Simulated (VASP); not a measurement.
# Pd (Fm-3m) in VASP: further runs

One crystal, Pd, is run at these levels: PBEsol, r2SCAN; tasks: single point.

All numbers are computed with VASP 6.6.1; they aren't measurements. Logs are shortened: lines on timing, memory, paths and dates and some standing lists are left out, and cuts for length are marked.

**1. The crystal as given**

Symmetry: Fm-3m, No. 225, cubic system. Conventional cell: a = 3.872 Å, b = 3.872 Å, c = 3.872 Å, α = 90.00°, β = 90.00°, γ = 90.00°. Around Pd (site symmetry m-3m) lie 12 Pd at 2.74 Å.

**2. Single point, PBEsol**

Contents of INCAR:

```
PREC = Accurate
ENCUT = 700
EDIFF = 1E-6
ISMEAR = 0
SIGMA = 0.1
LREAL = F
LASPH = T
NELM = 80
ALGO = Fast
ISIF = 2
LWAVE = F
LCHARG = F
GGA = PS
NBANDS = 11
```

Contents of KPOINTS:

```
regular mesh
0
Gamma
  18 18 18
```

Contents of POSCAR:

```
Pd
1.0
    0.0000000000      1.9362400000      1.9362400000
    1.9362400000      0.0000000000      1.9362400000
    1.9362400000      1.9362400000      0.0000000000
Pd
1
Direct
    0.0000000000      1.0000000000      1.0000000000
```

Potentials or basis: VASP PAW PBE potentials, release 64 (Pd).

Run with:

```
$ cat potpaw_PBE.64/Pd/POTCAR > POTCAR
$ mpirun -np 1 vasp_std > vasp.out
```

OUTCAR:

```text
PREC = Accurate
   ENCUT = 700
   EDIFF = 1E-6
   ISMEAR = 0
   LREAL = F
   LASPH = T
   NELM = 80
   ISIF = 2
   GGA = PS

 ion  position               nearest neighbor table
   1  0.000  0.000  0.000-

  LATTYP: Found a face centered cubic cell.
 ALAT       =     3.8724800000

  Lattice vectors:

 A1 = (   0.0000000000,   1.9362400000,   1.9362400000)
 A2 = (   1.9362400000,   0.0000000000,   1.9362400000)
 A3 = (   1.9362400000,   1.9362400000,   0.0000000000)

Analysis of symmetry for initial positions (statically):
=====================================================================
 Subroutine PRICEL returns:
 Original cell was already a primitive cell.

 Routine SETGRP: Setting up the symmetry group for a
 face centered cubic supercell.

 Subroutine GETGRP returns: Found 48 space group operations
 (whereof 48 operations were pure point group operations)
 out of a pool of 48 trial point group operations.

The static configuration has the point symmetry O_h .

Analysis of symmetry for dynamics (positions and initial velocities):
=====================================================================
 Subroutine PRICEL returns:
 Original cell was already a primitive cell.

 Routine SETGRP: Setting up the symmetry group for a
 face centered cubic supercell.

 Subroutine GETGRP returns: Found 48 space group operations
 (whereof 48 operations were pure point group operations)
 out of a pool of 48 trial point group operations.

The dynamic configuration has the point symmetry O_h .

 Subroutine INISYM returns: Found 48 space group operations
 (whereof 48 operations are pure point group operations),
 and found     1 'primitive' translations

----------------------------------------------------------------------------------------

                                     Primitive cell

  volume of cell :      14.5180

  direct lattice vectors                    reciprocal lattice vectors
     0.000000000  1.936240000  1.936240000    -0.258232451  0.258232451  0.258232451
     1.936240000  0.000000000  1.936240000     0.258232451 -0.258232451  0.258232451
     1.936240000  1.936240000  0.000000000     0.258232451  0.258232451 -0.258232451

  length of vectors
     2.738256868  2.738256868  2.738256868     0.447271724  0.447271724  0.447271724

  position of ions in fractional coordinates (direct lattice)
     0.000000000  0.000000000  0.000000000

  ion indices of the primitive-cell ions
   primitive index   ion index
                 1           1

----------------------------------------------------------------------------------------

 KPOINTS: regular mesh

Automatic generation of k-mesh.
 Grid dimensions read from file:
 generate k-points for:   18   18   18

 Generating k-lattice:

  Cartesian coordinates                     Fractional coordinates (reciprocal lattice)
    -0.014346247  0.014346247  0.014346247     0.055555556  0.000000000  0.000000000
     0.014346247 -0.014346247  0.014346247     0.000000000  0.055555556  0.000000000
     0.014346247  0.014346247 -0.014346247     0.000000000  0.000000000  0.055555556

  Length of vectors
     0.024848429  0.024848429  0.024848429

  Shift w.r.t. Gamma in fractional coordinates (k-lattice)
     0.000000000  0.000000000  0.000000000

 Subroutine IBZKPT returns following result:
 ===========================================

 Found    195 irreducible k-points:

 Following reciprocal coordinates:
            Coordinates               Weight
  0.000000  0.000000  0.000000      1.000000
  0.055556  0.000000  0.000000      8.000000
  0.111111  0.000000  0.000000      8.000000
  0.166667  0.000000  0.000000      8.000000
  0.222222  0.000000  0.000000      8.000000
  0.277778  0.000000  0.000000      8.000000
[... 16 lines left out ...]
 -0.277778  0.055556  0.000000     24.000000
 -0.222222  0.055556  0.000000     24.000000
 [... further k-points ...]
   k-points           NKPTS =    195   k-points in BZ     NKDIM =    195   number of bands    NBANDS=     11
   number of dos      NEDOS =    301   number of ions     NIONS =      1
   total plane-waves  NPLWV =  13824
   dimension x,y,z NGX =    24 NGY =   24 NGZ =   24
   dimension x,y,z NGXF=    48 NGYF=   48 NGZF=   48
   ions per type =               1
   NGX,Y,Z   is equivalent  to a cutoff of  14.57, 14.57, 14.57 a.u.
   NGXF,Y,Z  is equivalent  to a cutoff of  29.14, 29.14, 29.14 a.u.
 SYSTEM =  unknown system
   PREC   = accura    normal or accurate (medium, high low for compatibility)
   ISTART =      0    job   : 0-new  1-cont  2-samecut
   ICHARG =      2    charge: 1-file 2-atom 10-const
   ISPIN  =      1    spin polarized calculation?
   LNONCOLLINEAR =      F non collinear calculations
   LSORBIT =      F    spin-orbit coupling
   LASPH  =      T    aspherical Exc in radial PAW
   ENCUT  =  700.0 eV  51.45 Ry    7.17 a.u.   5.91  5.91  5.91*2*pi/ulx,y,z
   NELM   =     80;   NELMIN=  2; NELMDL= -5     # of ELM steps
   EDIFF  = 0.1E-05   stopping-criterion for ELM
   LREAL  =      F    real-space projection
   EDIFFG = 0.1E-04   stopping-criterion for IOM
   NSW    =      0    number of steps for IOM
   IBRION =     -1    ionic relax: 0-MD 1-quasi-New 2-CG
   NFREE  =      0    steps in history (QN), initial steepest desc. (CG)
   ISIF   =      2    stress and relaxation
   ISYM   =      2    0-nonsym 1-usesym 2-fastsym
   POTIM  = 0.5000    time-step for ionic-motion
   TEBEG  =    0.0;   TEEND  =   0.0 temperature during run
   PSTRESS=    0.0 pullay stress
   NELECT =      10.0000    total number of electrons
   NUPDOWN=      -1.0000    fix difference up-down
   EMIN   =  10.00;   EMAX   =-10.00  energy-range for DOS
   EFERMI =   0.00;   METHOD = LEGACY
   ISMEAR =     0;   SIGMA  =   0.10  broadening in eV -4-tet -1-fermi 0-gaus
   EFERMI_NEDOS =   21; number of points for ismear=-14 and -15
   IALGO  =     68    algorithm
   IMIX   =      4    mixing-type and parameters
     AMIX     =   0.40;   BMIX     =  1.00
     AMIX_MAG =   1.60;   BMIX_MAG =  1.00
  volume/ion in A,a.u.               =      14.52        97.97
  Fermi-wavevector in a.u.,A,eV,Ry     =   1.445791  2.732150 28.440433  2.090313
  Thomas-Fermi vector in A             =   2.563933
   LORBIT       =      0    0 simple, 1 ext, 2 COOP (PROOUT), +10 PAW based schemes
   GGA     = PS    functional components
   LHFCALC =     F    Hartree Fock is set to
   AEXX    =    0.0000 exact exchange contribution
   IVDW    =     0    specifies the selected vdW correction
   LEPSILON=     F    determine dielectric tensor
   LRPA    =     F    only Hartree local field effects (RPA)
 non-spin polarized calculation
 RMM-DIIS sequential band-by-band and
 Gauss-broadening in eV      SIGMA  =   0.10
  energy-cutoff  :      700.00
  volume of cell :       14.52
 maximum number of plane-waves:       624
   NGX = 11   NGY = 11   NGZ = 11

 number of electron      10.0000000 magnetization

 Free energy of the ion-electron system (eV)
  ---------------------------------------------------
  ext. energy  EPLUGINS =         0.00000000
  ---------------------------------------------------
  free energy    TOTEN  =        -5.97005214 eV

  energy without entropy =       -5.95858227  energy(sigma->0) =       -5.96431720

 E-fermi :   9.8939     XC(G=0): -13.4788

 val. band max:        9.8927749912   @ k =  -0.4444   0.3889   0.1111
 cond. band min:       9.8946815837   @ k =   0.5000   0.1111   0.0000
 fundamental gap:      0.0019065925
 Fermi energy:         9.8939421761

 k-point     1 :       0.0000    0.0000    0.0000
  band No.  band energies     occupation
      1       2.5267      2.00000
      2       6.9627      2.00000
      3       6.9627      2.00000
      4       6.9627      2.00000
      5       8.6387      2.00000
      6       8.6387      2.00000
      7      27.0237      0.00000
      8      31.8853      0.00000
      9      31.8853      0.00000
     10      31.8853      0.00000
     11      37.1409      0.00000

 k-point     2 :       0.0556    0.0000    0.0000
  band No.  band energies     occupation
      1       2.6408      2.00000
      2       6.9207      2.00000
      3       7.0031      2.00000
      4       7.0031      2.00000
      5       8.6188      2.00000
      6       8.6188      2.00000
      7      27.1505      0.00000
      8      31.1233      0.00000
      9      32.0202      0.00000
     10      32.0202      0.00000
     11      37.7019      0.00000

 k-point     3 :       0.1111    0.0000    0.0000
  band No.  band energies     occupation
      1       2.9706      2.00000
      2       6.8157      2.00000
      3       7.1087      2.00000
      4       7.1087      2.00000
      5       8.5768      2.00000
      6       8.5768      2.00000
      7      27.4415      0.00000
      8      29.5788      0.00000
      9      32.4038      0.00000
     10      32.4038      0.00000
     11      37.5314      0.00000

 k-point     4 :       0.1667    0.0000    0.0000
  band No.  band energies     occupation
      1       3.4684      2.00000
      2       6.7158      2.00000
      3       7.2274      2.00000
      4       7.2274      2.00000
      5       8.5694      2.00000
      6       8.5694      2.00000
      7      27.1915      0.00000
      8      28.3658      0.00000
      9      32.9652      0.00000
     10      32.9652      0.00000
     11      36.3516      0.00000
[... 239 lines left out ...]
 k-point    22 :      -0.3333    0.0556    0.0000
  band No.  band energies     occupation
      1       4.6083      2.00000
      2       7.0532      2.00000
      3       7.1391      2.00000
      4       8.0849      2.00000
      5       9.1720      2.00000
      6       9.9053      0.87224
      7      20.8038      0.00000
      8      27.1911      0.00000
      9      31.1058      0.00000
     10      33.1922      0.00000
     11      36.1941      0.00000

 k-point    23 :      -0.2778    0.0556    0.0000
  band No.  band energies     occupation
      1       4.5611      2.00000
      2       7.1070      2.00000
      3       7.2542      2.00000
      4       7.3205      2.00000
      5       8.8048      2.00000
      6       9.4247      2.00000
      7      22.8426      0.00000
      8      27.7129      0.00000
      9      31.7562      0.00000
     10      34.6874      0.00000
     11      35.1217      0.00000

 k-point    24 :      -0.2222    0.0556    0.0000
  band No.  band energies     occupation
      1       4.2679      2.00000
      2       6.7197      2.00000
      3       7.2976      2.00000
      4       7.3345      2.00000
      5       8.5090      2.00000
      6       9.0508      2.00000
      7      24.8849      0.00000
      8      28.1293      0.00000
      9      32.2103      0.00000
     10      34.5505      0.00000
     11      34.9791      0.00000

 [... further k-points ...]
[... 5 lines left out ...]
  --------------------------------------------------------------------------------------
  -------------------------------------------------------------------------------------
  Total        0.0085959      0.0085959      0.0085959      0.0000000      0.0000000     -0.0000000
  in kB        0.9486266      0.9486266      0.9486266      0.0000000      0.0000000     -0.0000000
  external PRESSURE =       0.9486266 kB  Pullay stress =       0.0000000 kB

 VOLUME and BASIS-vectors are now :
 -----------------------------------------------------------------------------
  energy-cutoff  :      700.00
  volume of cell :       14.52
      direct lattice vectors                 reciprocal lattice vectors
     0.000000000  1.936240000  1.936240000    -0.258232451  0.258232451  0.258232451
     1.936240000  0.000000000  1.936240000     0.258232451 -0.258232451  0.258232451
     1.936240000  1.936240000  0.000000000     0.258232451  0.258232451 -0.258232451

 POSITION                                       TOTAL-FORCE (eV/Angst)
 -----------------------------------------------------------------------------------
      0.00000      0.00000      0.00000         0.000000      0.000000      0.000000
 -----------------------------------------------------------------------------------
    total drift:                               -0.000000      0.000000     -0.000000

  FREE ENERGIE OF THE ION-ELECTRON SYSTEM (eV)
  ---------------------------------------------------
  free  energy   TOTEN  =        -5.9700521382 eV

  energy  without entropy=       -5.9585822651  energy(sigma->0) =       -5.96431720
```

It took 13 s on 1 thread of Intel Xeon 6975P-C (Granite Rapids), shared host; peak memory 0.17 GiB.

Results:

- Free energy: -5.9701 eV
- Pressure: 0.1 GPa
- Band gap on the k mesh: none (metal or under the smearing width)

Levels at points of the mesh, in eV from the Fermi level:
```csv
k point,band 1,band 2,band 3,band 4,band 5,band 6,band 7,band 8,band 9,band 10
"(0.00, 0.00, 0.00)",-7.37,-2.93,-2.93,-2.93,-1.26,-1.26,17.13,21.99,21.99,21.99
"(0.50, 0.00, 0.00)",-5.47,-2.98,-2.98,-0.02,-0.02,0.88,7.39,16.49,21.16,21.16
"(0.50, 0.50, 0.00)",-5.56,-5.27,-0.04,0.30,0.30,3.25,10.88,13.20,13.20,21.71
```

Caveat: the PAW data sets were made with another functional, which shifts forces and pressure a little.

**3. Single point, PBEsol**

INCAR, as its differences from that of step 2:

```diff
@@ -1,3 +1,3 @@
 PREC = Accurate
-ENCUT = 700
+ENCUT = 520
 EDIFF = 1E-6
```

Contents of KPOINTS:

```
regular mesh
0
Gamma
  28 28 28
```

POSCAR is that of step 2.

Potentials or basis: VASP PAW PBE potentials, release 64 (Pd).

Run with:

```
$ cat potpaw_PBE.64/Pd/POTCAR > POTCAR
$ mpirun -np 1 vasp_std > vasp.out
```

Run time: 32 s. Hardware: 1 thread of Intel Xeon 6975P-C (Granite Rapids), shared host; peak memory 0.21 GiB.

Results (log left out):

| Quantity | Value |
| --- | --- |
| Free energy | -5.9652 eV |
| Pressure | 0.1 GPa |
| Band gap on the k mesh | none (metal or under the smearing width) |

Levels at points of the mesh, in eV from the Fermi level:
```csv
k point,band 2,band 3,band 4,band 5,band 6,band 7,band 8,band 9
"(0.00, 0.00, 0.00)",-2.93,-2.93,-2.93,-1.25,-1.25,17.13,22.00,22.00
"(0.50, 0.00, 0.00)",-2.97,-2.97,-0.02,-0.02,0.89,7.39,16.50,21.17
"(0.50, 0.50, 0.00)",-5.27,-0.04,0.30,0.30,3.25,10.88,13.20,13.20
```

Caveat: the PAW data sets were made with another functional, which shifts forces and pressure a little.

(Continued in part 2 of 2.)
